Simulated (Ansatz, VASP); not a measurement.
**V in VASP and in Ansatz**

```
V
1.0
    -1.51435    1.51435    1.51435
     1.51435   -1.51435    1.51435
     1.51435    1.51435   -1.51435
V
1
Direct
  0.00000 0.00000 0.00000
```

Alike in both runs: task single point; functional PBE; k mesh 12 × 12 × 12; occupations fermi-dirac, width 0.05 eV; collinear spin.

|  | VASP | Ansatz |
| --- | --- | --- |
| version | VASP 6.6.1 | Ansatz 0.2.0 |
| potentials or method | VASP PAW PBE potentials, release 64 (V_sv) | Ansatz PAW |
| plane-wave cutoff (eV) | 520 | 420 |
| valence electrons in the cell | 13 | 13 |

|  | VASP | Ansatz | Ansatz less VASP |
| --- | --- | --- | --- |
| gap on the k mesh at the Fermi level (eV) | none | none | - |
| pressure (GPa) | -5.2 | -5.4 | -0.20 |
| net moment per atom (μB) | 0.00 | 0.00 | -0.001 |

A gap of «none» marks a metal or a gap that the smearing closes.

Caveats: the starting moments weren't kept (Ansatz).
